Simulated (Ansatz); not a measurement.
What a trial cell of Os relaxes into

All numbers below come from Ansatz 0.2.0, DFT PBE, scalar-relativistic, plane waves, PAW. Cutoff 420 eV, Γ-centred k mesh, Gaussian smearing, no spin polarisation in the final step.

The start puts Os on the diamond structure type (Fd-3m, No. 227), at a guessed volume.

```yaml
crystal:
  lattice:
    - [0.00000, 2.52717, 2.52717]
    - [2.52717, 0.00000, 2.52717]
    - [2.52717, 2.52717, 0.00000]
  atoms:
    - { symbol: Os, position: [0.50000, 0.50000, 0.50000] }
    - { symbol: Os, position: [0.75000, 0.75000, 0.75000] }
```

Cell and atoms relax at zero pressure; the relaxation can't lower the symmetry of the start. After a coarse first stage the cell is made exact in the group found at 0.06 Å.

Energies count from the standard state of Os at the same level.

(1) What does it relax into?

(2) What are its volume, energy, density and gap?

Answers

(1) It keeps Fd-3m (No. 227). The result has the diamond structure. Conventional cell: a = 5.556 Å. Os is coordinated by 4 Os at 2.41 Å.

```
Os
1.0
     0.00000    2.77782    2.77782
     2.77782    0.00000    2.77782
     2.77782    2.77782    0.00000
Os
2
Direct
  0.50000 0.50000 0.50000
  0.75000 0.75000 0.75000
```

(2) The volume per atom is 21.43 Å³. The density is 14.74 g/cm³. The energy over the standard structure is 1.29 eV/atom and the gap on the 18×18×18 mesh is 0 eV (a metal).

The final run used a 18×18×18 mesh on its 2-atom cell and 0.10 eV smearing. The k mesh leaves about 4 meV/atom of noise in metals. Spin–orbit coupling is left out. Symmetry constrained the relaxation, so the result can be a saddle point. The steps took about 80 core-seconds in all.